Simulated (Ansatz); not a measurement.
# In: the cost of one run

Computed with Ansatz 0.2.0 (DFT PBE, scalar-relativistic, unless a step's input says otherwise).

### 1 The starting structure

Symmetry: R-3m, No. 166, trigonal system. The conventional cell has a = 3.339 Å, b = 3.339 Å, c = 24.622 Å, α = 90.00°, β = 90.00°, γ = 120.00°. In (site symmetry -3m) is surrounded by 12 In at 3.34 to 3.35 Å. Around In (site symmetry 3m) lie 12 In at 3.34 to 3.35 Å.

Structure file:

```xyz
3
Lattice="1.6696 0.9640 8.2075 -1.6696 0.9640 8.2075 0.0000 -1.9279 8.2075" Properties=species:S:1:pos:R:3 pbc="T T T"
In    0.0000    0.0000    0.0000
In    0.0000    0.0000   19.1565
In    0.0000    0.0000    5.4659
```

Structure from a Materials Project entry, not relaxed further.

Atoms are numbered in the order of the input: In1, In2, In3.

### 2 All-electron LAPW

Contents of input.yaml:

```yaml
crystal:
  lattice:
    - [1.6696368166, 0.9639652655, 8.20746325]
    - [-1.6696368166, 0.9639652655, 8.20746325]
    - [0.0, -1.927930531, 8.20746325]
  atoms:
    - { symbol: In, position: [0.0, 0.0, 0.0] }
    - { symbol: In, position: [0.77801224, 0.77801224, 0.77801224] }
    - { symbol: In, position: [0.22198776, 0.22198776, 0.22198776] }
kpoints:
  mp_grid: { grid: [14, 14, 14] }
  band_path:
    path:
      - [0.0, 0.0, 0.0]
      - [0.5, 0.5, 0.5]
      - [0.824137023, 0.175862977, 0.5]
      - [0.5, -0.175862977, 0.175862977]
      - [0.5, 0.0, 0.0]
      - [0.0, 0.0, 0.0]
      - [0.3379314885, -0.3379314885, 0.0]
      - [0.6620685115, 0.0, 0.3379314885]
      - [0.5, 0.0, 0.5]
    npoints: 14
scf:
  occupations: { method: fermi_dirac, width: 0.05 }
hamiltonian:
  xc: pbe
  pseudopotentials: { kind: all_electron, lapw: { basis_error: 0.0005 } }
output:
  forces: true
  stress: true
  eigenvalues: true
  populations: true
  dos: { projected: true, de: 0.2, e_range: [-14, 8] }
```

On the command line:

```console
$ ansatz run input.yaml --threads 1 --pin off --max-ram 6144MiB --backend cpu --events-out ev --progress --plain --runs-dir out
```

**Question.** How long does this run take on 1 thread of AMD EPYC 7B13 (Zen 3), shared host, and how much memory does it need?

About 2.3 min, with a peak of 1.3 GiB.
